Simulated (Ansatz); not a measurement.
## Habitual settings against a tight run: NaBr (Fm-3m, 2 atoms in the cell)

Self-consistent single point.

```xyz
2
Lattice="0.0000 3.0157 3.0157 3.0157 0.0000 3.0157 3.0157 3.0157 0.0000" Properties=species:S:1:pos:R:3 pbc="T T T"
Na     0.0000     0.0000     0.0000
Br     3.0157     3.0157     3.0157
```

Method of the run: revPBE, PAW files made with PBE (plane waves; Ansatz, a first-principles code).

Base settings: basis.ecutwfc = 420 eV; kpoints.mp_grid.grid = 5 5 5; hamiltonian.xc = revpbe; hamiltonian.pseudopotentials = {kind: paw} (the program's default PAW files); scf.occupations.method = fermi_dirac; scf.occupations.width = 0.05 eV.

Tight run (finer mesh or higher cutoff; not a proven limit): basis.ecutwfc: 420 eV → 590 eV; kpoints.mp_grid.grid: 5 5 5 → 7 7 7; scf.convergence.dr2_threshold: default (1e-07 eV) → 1e-09 eV. It gave top of the valence band (on the code's own zero) 1.28 eV; gap on the k-point mesh 4.33 eV; pressure 1.33 GPa.

Quick runs, as changes from the base:
- A: the base itself
- B: kpoints.mp_grid.grid: 5 5 5 → 4 4 4; scf.occupations.width: 0.05 eV → 0.2 eV
- C: basis.ecutwfc: 420 eV → 250 eV; kpoints.mp_grid.grid: 5 5 5 → 1 1 1
- D: basis.ecutwfc: 420 eV → 335 eV; kpoints.mp_grid.grid: 5 5 5 → 2 2 2
- E: kpoints.mp_grid.grid: 5 5 5 → 2 2 2; hamiltonian.xc: revpbe → b3lyp [B3LYP]
- F: kpoints.mp_grid.grid: 5 5 5 → 3 3 3; hamiltonian.xc: revpbe → hse06 [HSE06]

Dashes: energy of E, F, another energy zero; count of E, F, another kind of functional, whose work the count does not hold.

Gaps are read on each run's own mesh, which may miss the band edges.

† marks runs with another functional, U, potentials or spin treatment: their distance from the tight run is not a convergence error alone.

The count of work is k-points × plane waves × bands × iterations; it is no time. 

Pressures in the table are Ansatz's without its Pulay estimate, at a fixed set of plane waves; the tight run's value above holds the estimate.

The starting cell comes from a database of computed structures (which also holds hypothetical and non-ambient phases and stackings), without a prior relaxation at this level. Its lattice was rescaled by a random factor within 2.5 % of one.

```tsv
run	energy less tight (meV/atom)	pressure less tight (GPa)	gap on the mesh less tight (eV)	count of work / tight
A	0.5	-0.01	-0.001	0.26
B	1.6	0.02	-0.001	0.22
C	2442.7	17.02	-0.765	0.013
D	149.4	1.80	-0.044	0.054
E†	–	0.83	1.265	–
F†	–	-1.52	0.955	–
```

Among the runs at the tight run's level, the energy misses run from 0.5 to 2442.7 meV/atom.

Left out of this page: 1 run of the series outside the window shown, repeating another row's setting, or not comparable; 1 run of the series with a known weakness of the program.

Keys are those of Ansatz 0.2.
